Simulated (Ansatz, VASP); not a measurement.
# One calculation of As, two programs

```
As
1.0
     1.83709   -5.53642    0.00000
     1.83709    5.53642    0.00000
     0.00000    0.00000    4.49960
As
4
Direct
  0.39000 0.61000 0.56000
  0.89000 0.11000 0.94000
  0.61000 0.39000 0.44000
  0.11000 0.89000 0.06000
```

Change from the starting cell: volume scaled by 1.02.

Alike in both runs: task single point; functional PBEsol; k mesh 8 × 8 × 6; occupations fermi-dirac, width 0.05 eV; no spin polarisation.

```csv
,VASP,Ansatz
version,VASP 6.6.1,Ansatz 0.2.0
potentials or method,"VASP PAW PBE potentials, release 64 (As)",Ansatz PAW
plane-wave cutoff (eV),520,420
valence electrons in the cell,20,60
```

Ansatz gave:

| Property | Result |
| --- | --- |
| gap on the k mesh at the Fermi level (eV) | 0.05 |
| least direct gap on the mesh (eV) | 0.12 |
| pressure (GPa) | -1.6 |
| largest component of the traceless stress (GPa) | 0.77 |
| rms of the force components (eV/Å) | 0.120 |

What did VASP give for the same quantities?

gap on the k mesh at the Fermi level (eV): 0.04; least direct gap on the mesh (eV): 0.12; pressure (GPa): -1.2; largest component of the traceless stress (GPa): 0.80; rms of the force components (eV/Å): 0.086.

Atom by atom the forces differ by 0.040 eV/Å (rms over components). The two sets of potentials don't hold the same shells in valence.

Caveats: the PAW data sets were made with another functional, which shifts forces and pressure a little (VASP); the PAW data sets come from PBE, with cores solved anew for the run's functional, which leaves a small shift of forces and pressure (Ansatz). A k mesh can miss the band edges.
